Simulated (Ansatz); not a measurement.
# AgCl: response to strain

Aim: deform AgCl (equal xy, yz and zx engineering shear strains of +1 %) and compute stress, forces and field gradients with LAPW, PAW and all-electron datasets made for the crystal.

Computed with Ansatz 0.2.0 (DFT PBE, scalar-relativistic, unless a step's input says otherwise).

**1. The system as given**

Symmetry: Pm-3m, No. 221, cubic system. Conventional cell: a = 3.434 Å, b = 3.434 Å, c = 3.434 Å, α = 90.00°, β = 90.00°, γ = 90.00°. Ag (site symmetry m-3m) is surrounded by 8 Cl at 2.97 Å. Cl (site symmetry m-3m) is surrounded by 8 Ag at 2.97 Å.

As a file:

```cif
data_structure
_symmetry_space_group_name_H-M 'Pm-3m'
_symmetry_Int_Tables_number 221
_cell_length_a 3.4340
_cell_length_b 3.4340
_cell_length_c 3.4340
_cell_angle_alpha 90.000
_cell_angle_beta 90.000
_cell_angle_gamma 90.000
_cell_volume 40.49
loop_
_atom_site_label
_atom_site_type_symbol
_atom_site_symmetry_multiplicity
_atom_site_Wyckoff_symbol
_atom_site_fract_x
_atom_site_fract_y
_atom_site_fract_z
_atom_site_occupancy
Ag1 Ag 1 a 0.00000 0.00000 0.00000 1
Cl1 Cl 1 b 0.50000 0.50000 0.50000 1
```

The file gives the conventional cell by its symmetry; the runs use the cell typed in the input.

Atoms are numbered in the order of the input: Ag1, Cl2.

**2. The deformed structure**

Space group Pm-3m before, R-3m after.

**3. All-electron LAPW**

File input.yaml:

```yaml
crystal:
  lattice:
    - [3.433973, 0.017169865, 0.017169865]
    - [0.017169865, 3.433973, 0.017169865]
    - [0.017169865, 0.017169865, 3.433973]
  atoms:
    - { symbol: Ag, position: [0.0, 0.0, 0.0] }
    - { symbol: Cl, position: [0.5, 0.5, 0.5] }
kpoints:
  mp_grid: { grid: [9, 9, 9] }
  band_path:
    path:
      - [0.0, 0.0, 0.0]
      - [0.5, 0.5, 0.5]
      - [0.5098274679, 0.4901725321, 0.5]
      - [0.5, -0.4901725321, 0.4901725321]
      - [0.5, 0.0, 0.0]
      - [0.0, 0.0, 0.0]
      - [0.4950862661, -0.4950862661, 0.0]
      - [0.5049137339, 0.0, 0.4950862661]
      - [0.5, 0.0, 0.5]
    npoints: 5
scf:
  occupations: { method: fermi_dirac, width: 0.01 }
hamiltonian:
  xc: pbe
  pseudopotentials: { kind: all_electron, lapw: { basis_error: 0.001 } }
output:
  forces: true
  stress: true
  eigenvalues: true
```

Started as:

```bash
$ ansatz run input.yaml --threads 1 --pin off --max-ram 3072MiB --backend cpu --events-out ev --progress --plain --runs-dir out
```

**4. PAW with frozen cores**

File input.yaml:

```yaml
crystal:
  lattice:
    - [3.433973, 0.017169865, 0.017169865]
    - [0.017169865, 3.433973, 0.017169865]
    - [0.017169865, 0.017169865, 3.433973]
  atoms:
    - { symbol: Ag, position: [0.0, 0.0, 0.0] }
    - { symbol: Cl, position: [0.5, 0.5, 0.5] }
kpoints:
  mp_grid: { grid: [9, 9, 9] }
scf:
  occupations: { method: fermi_dirac, width: 0.01 }
hamiltonian:
  xc: pbe
  pseudopotentials: { kind: paw }
output:
  forces: true
  stress: true
  eigenvalues: true
  efg: { contact_densities: true }
```

**5. Datasets made for this crystal**

input.yaml, as its differences from that of step 4:

```diff
@@ -14,3 +14,3 @@
   xc: pbe
-  pseudopotentials: { kind: paw }
+  pseudopotentials: { kind: all_electron, datasets: crystal }
 output:
```

(Steps that only read results are left out.)

Before running it: what results should come out? Wanted: pressure; largest shear or deviatoric stress.

The runs gave:

| quantity | value |
| --- | --- |
| pressure | LAPW -0.11, PAW -0.11, crystal datasets -0.11 GPa |
| largest shear or deviatoric stress (LAPW) | 0.12 GPa |

**Reading.** The largest part of the stress beyond the pressure is 0.12 GPa in size; the atoms are carried along and not relaxed. No run of the undeformed cell stands beside it, so the pressure holds what the given cell had before the change. PAW: stress within 0.01 GPa of LAPW. Crystal datasets: stress within 0.01 GPa of LAPW.
